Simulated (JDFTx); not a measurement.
Write the native input for JDFTx 1.7.0 (patched build) that does the following.

```yaml
Task: single point
Functional: PBEsol
Potentials_or_basis: PseudoDojo-SR-PBEsol-0.4.1-standard with smoothed tails
Cutoff: 925 eV
Density_cutoff: 3701 eV
k_mesh: 8 × 8 × 8
Occupations: gaussian, width 0.05 eV
Spin: no spin polarisation
Local_potential_set_to_-Z/r_beyond: 6 bohr
Bands: 10
Density_cutoff_over_wavefunction_cutoff: 4
Max_SCF_steps: 100
SCF_threshold_on_the_energy: 1e-09 Ha
Solver_of_the_electrons: scf
Further_solve_for_the_empty_bands: yes
```

Crystal: Sr.

```
Sr
1.0
     0.00000    3.04235    3.04235
     3.04235    0.00000    3.04235
     3.04235    3.04235    0.00000
Sr
1
Direct
  0.00000 0.00000 0.00000
```

One way to write it, as run:

Sr.in

```
include Sr.lattice
coords-type Lattice
include Sr.ionpos

ion-species pseudo/Sr.upf
elec-cutoff 34
elec-ex-corr gga-PBEsol
kpoint-folding 8 8 8
elec-smearing Gauss 0.00091873305
elec-n-bands 10
electronic-SCF nIterations 100 energyDiffThreshold 1e-09
electronic-minimize nIterations 30 energyDiffThreshold 1e-7
converge-empty-states yes
forces-output-coords Cartesian

dump-name run.$VAR
dump End Ecomponents EigStats BandEigs Kpoints Forces Stress
```

Sr.lattice

```
lattice \
    0.0000000000     5.7492082753     5.7492082753 \
    5.7492082753     0.0000000000     5.7492082753 \
    5.7492082753     5.7492082753     0.0000000000
```

Sr.ionpos

```
ion Sr     0.0000000000     0.0000000000     0.0000000000 1
```

Potentials or basis: PseudoDojo-SR-PBEsol-0.4.1-standard with smoothed tails.

Launch:

```bash
$ jdftx -c 1 -i Sr.in -o Sr.out
```

It gave:

- Pressure: -1.0 GPa
- Band gap on the k mesh: none (metal or under the smearing width)

Caveat: the empty levels aren't tightly converged.

It took 21 s on 1 thread of AMD EPYC 9R45 96-Core Processor (Zen 5) (shared host), peak memory 0.09 GiB.
